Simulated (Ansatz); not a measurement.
# Ta$_{2}$N: how the energy converges with the cutoff

Ta$_{2}$N, P1, a = 5.315 Å, b = 5.266 Å, c = 4.839 Å, α, β, γ = 90.9°, 89.6°, 121.3°. Ansatz: PBE, PAW, cutoff varied, Γ-centred 6×6×6 mesh on 9 atoms, Gaussian smearing 0.10 eV; no spin polarisation. Single points at one geometry with displaced atoms, the cutoff alone changed; ΔE is the energy at zero smearing over the run at 600 eV. The runs up to 350 eV lie under the cutoff recommended for these PAW datasets.

```
cutoff (eV)  ΔE (meV/atom)
        200        1832.92
        250         405.78
        300         100.96
        350          24.28
        420              ?
```

Assume ΔE falls exponentially with the cutoff, fit y = ln ΔE against x, the cutoff in eV, to the other rows, and predict the missing value.

y = 7.514, 6.006, 4.615, 3.190. Means x = 275.0, y = 5.3312; Σ(Δx)² = 12500, ΣΔxΔy = -359.1; the slope is their ratio. y = 13.23 − 0.02873 x, a factor of ten per 80 eV. At 420 eV this gives ΔE = 3.20 meV/atom. The run gave 2.15, a ratio of 1.49. Between neighbouring rows the decay runs from a factor of ten per 66 eV to one per 83 eV, so one exponential is only a rough guide.

Cost: 6 runs of about 9.1 core-minutes in all, on Intel Xeon Processor @ 2.50GHz (Skylake/Cascade Lake) (shared hosts).